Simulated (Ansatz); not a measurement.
Crystal: NiO2.

```xyz
6
Lattice="2.9122 0.0000 0.0000 -1.4561 2.5220 0.0000 0.0000 0.0000 10.5553" Properties=species:S:1:pos:R:3 pbc="T T T"
Ni    0.0000    0.0000    5.2776
Ni    0.0000    0.0000    0.0000
O     0.0000    1.6813    6.2179
O     0.0000    1.6813    9.6150
O     1.4561    0.8407    4.3374
O     1.4561    0.8407    0.9403
```

The cell comes from a database or a generator and needn't be the stable form of this composition.

Base run:

- Program: Ansatz 0.2.0
- Functional: PBEsol
- Potentials or basis: Ansatz PAW
- Cutoff: 420 eV
- Density cutoff: 1680 eV
- k mesh: 10 × 10 × 3
- Occupations: fermi-dirac, width 0.05 eV
- Spin: collinear spin, ferromagnetic start
- Starting moments: [1.0, 1.0, 0.0, 0.0, 0.0, 0.0] μB
- Hubbard terms: Ni d U = 2 eV

Its results: band gap on the k mesh 1.27 eV, indirect (least direct gap 1.39 eV); pressure -15.0 GPa; net moment 0.00 μB per cell; largest force 0.958 eV/Å.

**Question.** The run is repeated on the same cell with these changes: hubbard terms from Ni d U = 2 eV to Ni d U = 1 eV. What comes out?

**Answer.** Band gap on the k mesh 1.11 eV, indirect (least direct gap 1.33 eV); pressure -15.1 GPa; net moment 0.00 μB per cell; largest force 0.994 eV/Å.

Caveats: the magnetic or orbital state may not be the lowest; odd divisions of the mesh miss points on the zone boundary, where band edges often lie, so the gap on the mesh can be too wide; the PAW data sets come from PBE, with cores solved anew for the run's functional, which leaves a small shift of forces and pressure; the density of states is complete only up to the lowest level of the last band computed.

A k mesh can miss the band edges.

Not every run made on this cell is shown here.
